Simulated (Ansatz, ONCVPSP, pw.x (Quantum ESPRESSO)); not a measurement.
What a changed setting does to a pw.x run (sc W)

Potential: optimised norm-conserving Vanderbilt (ONCV), ONCVPSP 4.0.1, PBE; core [Kr] 4d10 4f14, reference 5s2 5p6 5d4 6s0.5; waves: 5s+6s: rc 1.60 bohr, ncon 4, nbas 8, qcut 7 1/bohr, 2 projectors; 5p: rc 1.65 bohr, ncon 4, nbas 8, qcut 10.6 1/bohr, 2 projectors, debl 3.6 Ha; 5d: rc 1.94 bohr, ncon 3, nbas 7, qcut 6.1 1/bohr, 2 projectors, debl 1.4 Ha; local part: polynomial inside 1.50 bohr (lpopt 5, dvloc0 2 Ha); core correction: Teter function, fcfact 2, rcfact 1.65.

The reference run (k-mesh 12³, cutoffs 85/340 Ry, Fermi–Dirac 0.01 Ry, mixing_beta 0.4, conv_thr 1e-9, no spin) gives -4.94 GPa at 18.539 Å³/atom, where all-electron LAPW gives -2.09 GPa. This run, with its own iteration cap, changes mixing_mode to TF.

```
&control
  calculation='scf', prefix='x', pseudo_dir='./', outdir='./tmp', tstress=.true., disk_io='none'
/
&system
  ibrav=0, nat=1, ntyp=1, ecutwfc=85, ecutrho=340, nbnd=15,
  occupations='smearing', smearing='fd', degauss=0.01
/
&electrons
  conv_thr=1e-09, mixing_beta=0.4, electron_maxstep=60, mixing_mode='TF'
/
ATOMIC_SPECIES
W 1.0 W.UPF
CELL_PARAMETERS angstrom
  2.64664343 0.00000000 0.00000000
  0.00000000 2.64664343 0.00000000
  0.00000000 0.00000000 2.64664343
ATOMIC_POSITIONS crystal
W 0.0000 0.0000 0.0000
K_POINTS automatic
12 12 12 0 0 0
```

```bash
pw.x < W.scf.in > W.scf.out
```

How does the run end?

It converges in 10 iterations; the free energy moves by +0.0 meV/atom and the pressure by -0.02 GPa. The result is that of the reference run.

```
Message from routine setup:
     using ibrav=0 with symmetry is DISCOURAGED, use correct ibrav instead
     lattice parameter (alat)  =       5.0014  a.u.
     unit-cell volume          =     125.1074 (a.u.)^3
     number of electrons       =        14.00
     number of Kohn-Sham states=           15
     kinetic-energy cutoff     =      85.0000  Ry
     charge density cutoff     =     340.0000  Ry
     scf convergence threshold =      1.0E-09
     Exchange-correlation= PBE
     number of k points=    84  Fermi-Dirac smearing, width (Ry)=  0.0100
     iteration #  1     ecut=    85.00 Ry     beta= 0.40
     total energy              =    -145.50462919 Ry
     estimated scf accuracy    <       1.73766449 Ry
     iteration #  2     ecut=    85.00 Ry     beta= 0.40
     total energy              =    -145.06071593 Ry
     estimated scf accuracy    <       0.74665275 Ry
     iteration #  3     ecut=    85.00 Ry     beta= 0.40
     total energy              =    -145.21780035 Ry
     estimated scf accuracy    <       0.00883748 Ry
     [... 4 iterations left out ...]
     iteration #  8     ecut=    85.00 Ry     beta= 0.40
     total energy              =    -145.21846638 Ry
     estimated scf accuracy    <       0.00000011 Ry
     iteration #  9     ecut=    85.00 Ry     beta= 0.40
     total energy              =    -145.21846638 Ry
     estimated scf accuracy    <       0.00000001 Ry
     iteration # 10     ecut=    85.00 Ry     beta= 0.40
     the Fermi energy is    18.6778 ev
!    total energy              =    -145.21846638 Ry
     estimated scf accuracy    <          6.3E-10 Ry
     smearing contrib. (-TS)   =      -0.00276695 Ry
     The total energy is F=E-TS. E is the sum of the following terms:
     one-electron contribution =     -27.77478858 Ry
     hartree contribution      =      20.12350019 Ry
     xc contribution           =     -26.37417764 Ry
     ewald contribution        =    -111.19023339 Ry
     convergence has been achieved in  10 iterations
          total   stress  (Ry/bohr**3)                   (kbar)     P=      -49.56
     Message from routine punch:
     Nothing written, as per user request (disk_io='none')
```

The run took about 12 s on one core of a shared host (AMD EPYC 9R14, 192 threads, 1480 GiB, load 28).
